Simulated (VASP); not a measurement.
GaP, 2 atoms in the cell. It takes space group F-43m (No. 216, cubic). Conventional cell: a = 5.451 Å, b = 5.451 Å, c = 5.451 Å, α = 90.00°, β = 90.00°, γ = 90.00°. Ga (site symmetry -43m) is surrounded by 4 P at 2.36 Å. Around P (site symmetry -43m) lie 4 Ga at 2.36 Å. 

* Program: VASP 6.6.1
* Task: relaxation of cell and atoms
* Functional: PBEsol
* Potentials or basis: VASP PAW PBE potentials, release 64 (Ga_d, P)
* Cutoff: 600 eV
* k mesh: 8 × 8 × 8
* Occupations: gaussian, width 0.03 eV
* Spin: no spin polarisation
* Further INCAR settings: ALGO = Normal; EDIFF = 1e-06; IBRION = 2; EDIFFG = -0.01; NSW = 90; ISIF = 3

Potentials or basis: VASP PAW PBE potentials, release 64 (Ga_d, P).

Launch:

```console
$ cat potpaw_PBE.64/Ga_d/POTCAR potpaw_PBE.64/P/POTCAR > POTCAR
$ mpirun -np 1 vasp_std > vasp.out
```

Hardware: 1 thread of AMD EPYC 9R45 96-Core Processor (Zen 5), with other jobs on the host.

Problem. How long does it take, and how much memory?

Solution. Wall time 21 s on 1 thread of AMD EPYC 9R45 96-Core Processor (Zen 5), on a shared host, peak memory 0.16 GiB. Counts: scf iterations 24, k points 29, ion steps 3.
